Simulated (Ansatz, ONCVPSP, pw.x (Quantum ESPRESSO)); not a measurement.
# What a changed setting does to a pw.x run (diamond Si)

Potential: optimised norm-conserving Vanderbilt (ONCV), ONCVPSP 4.0.1, PBEsol; core [Ne], reference 3s2 3p2; waves: 3s: rc 1.65 bohr, ncon 4, nbas 9, qcut 3.8 1/bohr, 2 projectors, debl 2.7 Ha; 3p: rc 2.20 bohr, ncon 4, nbas 8, qcut 3.1 1/bohr, 1 projector; d scattering state at 0.1 Ha: rc 2.05 bohr, ncon 4, nbas 8, qcut 4.4 1/bohr, 2 projectors, debl 3.7 Ha; local part: polynomial inside 1.30 bohr (lpopt 5, dvloc0 1 Ha); core correction: Teter function fitted to the true core (icmod 2), fcfact 0.75.

The reference run (k-mesh 9³, cutoffs 95/380 Ry, Fermi–Dirac 0.01 Ry, mixing_beta 0.4, conv_thr 1e-9, no spin) gives -0.56 GPa at 20.005 Å³/atom, where all-electron LAPW gives 0.14 GPa. This run, with its own iteration cap, changes conv_thr to 1.0, a wrong or extreme entry chosen on purpose.

```
&control
  calculation='scf', prefix='x', pseudo_dir='./', outdir='./tmp', tstress=.true., disk_io='none'
/
&system
  ibrav=0, nat=2, ntyp=1, ecutwfc=95, ecutrho=380, nbnd=11,
  occupations='smearing', smearing='fd', degauss=0.01
/
&electrons
  conv_thr=1, mixing_beta=0.4, electron_maxstep=70
/
ATOMIC_SPECIES
Si 1.0 Si.UPF
CELL_PARAMETERS angstrom
  0.00000000 2.71464380 2.71464380
  2.71464380 0.00000000 2.71464380
  2.71464380 2.71464380 0.00000000
ATOMIC_POSITIONS crystal
Si 0.0000 0.0000 0.0000
Si 0.2500 0.2500 0.2500
K_POINTS automatic
9 9 9 0 0 0
```

```bash
pw.x < Si.scf.in > Si.scf.out
```

**Question.** How does the run end?

**Answer.** It converges in 1 iterations; the free energy moves by +29.6 meV/atom and the pressure by +5.95 GPa. The result is not a property of the crystal.

```
Message from routine setup:
     using ibrav=0 with symmetry is DISCOURAGED, use correct ibrav instead
     lattice parameter (alat)  =       7.2548  a.u.
     unit-cell volume          =     270.0009 (a.u.)^3
     number of electrons       =         8.00
     number of Kohn-Sham states=           11
     kinetic-energy cutoff     =      95.0000  Ry
     charge density cutoff     =     380.0000  Ry
     scf convergence threshold =      1.0E+00
     Exchange-correlation= PBESOL
     number of k points=    35  Fermi-Dirac smearing, width (Ry)=  0.0100
     iteration #  1     ecut=    95.00 Ry     beta= 0.40
     the Fermi energy is     6.0357 ev
!    total energy              =     -21.21443309 Ry
     estimated scf accuracy    <       0.05614597 Ry
     smearing contrib. (-TS)   =      -0.00013854 Ry
     The total energy is F=E-TS. E is the sum of the following terms:
     one-electron contribution =       4.98349427 Ry
     hartree contribution      =       1.16800470 Ry
     xc contribution           =     -10.56464553 Ry
     ewald contribution        =     -16.80114799 Ry
     convergence has been achieved in   1 iterations
          total   stress  (Ry/bohr**3)                   (kbar)     P=       53.83
     Message from routine punch:
     Nothing written, as per user request (disk_io='none')
```

The run took about 9.7 s on one core of a shared host (Intel(R) Xeon(R) Processor @ 2.60GHz, 24 threads, 32 GiB, load 6).
